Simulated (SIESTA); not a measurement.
**Ta2C under changes of volume**

One of the cells (14.050 Å³/atom); the others are scaled copies at fixed shape and fractional positions:

```
CELL_PARAMETERS angstrom
3.12647 0.00000 0.00000
-1.56323 2.70760 0.00000
0.00000 0.00000 4.97916
ATOMIC_POSITIONS crystal
Ta 0.66667 0.33333 0.74799
Ta 0.33333 0.66667 0.25201
C 0.00000 0.00000 0.00000
```

```yaml
Program: SIESTA 5.4.2
Functional: PBEsol
Potentials_or_basis: PseudoDojo 0.4 standard (PBEsol files)
Basis: DZP (energy shift 0.003 Ry; two zetas on semicore shells)
Grid_cutoff: 800 Ry
Energy_shift: 0.003 Ry
k_mesh: 10 × 10 × 6
Occupations: fermi-dirac, width 0.05 eV
Spin: no spin polarisation
```

| volume (Å³/atom) | energy over the lowest point (meV/atom) | pressure (GPa) | largest force (eV/Å) |
| --- | --- | --- | --- |
| 12.948 | ? | ? | ? |
| 13.223 | 13.03 | 11.0 | 0.779 |
| 13.499 | 0.00 | 4.3 | 0.591 |
| 14.050 | 5.30 | -6.9 | 0.225 |
| 14.325 | 21.62 | -11.9 | 0.070 |
| 14.601 | 45.94 | -16.3 | 0.076 |

**Question.** What does the run at 12.948 Å³/atom give?

**Answer.** Energy over the lowest point 38.19 meV/atom; pressure 18.4 GPa; largest force 1.006 eV/Å.

Worked out: A Birch-Murnaghan fit of order 3 (a polynomial in V^(-2/3)) to the other rows has its minimum at 13.70 Å³/atom with B0 = V·E''(V) = 290 GPa and B' = 4.0 at fixed shape and positions, which overstates the stiffness. It gives 37.95 meV/atom at 12.948 Å³/atom, against the run's 38.19, and -dE/dV = 18.2 GPa, against 18.4.

Energies are extrapolated to zero smearing.

Caveats: short orbitals over semicore shells can move pressures by several GPa; the basis of atomic orbitals isn't converged, which shifts pressures, moduli and gaps; forces of over 1 eV/Å show positions far from the minimum, so gaps and moduli don't describe the material at rest (some runs).
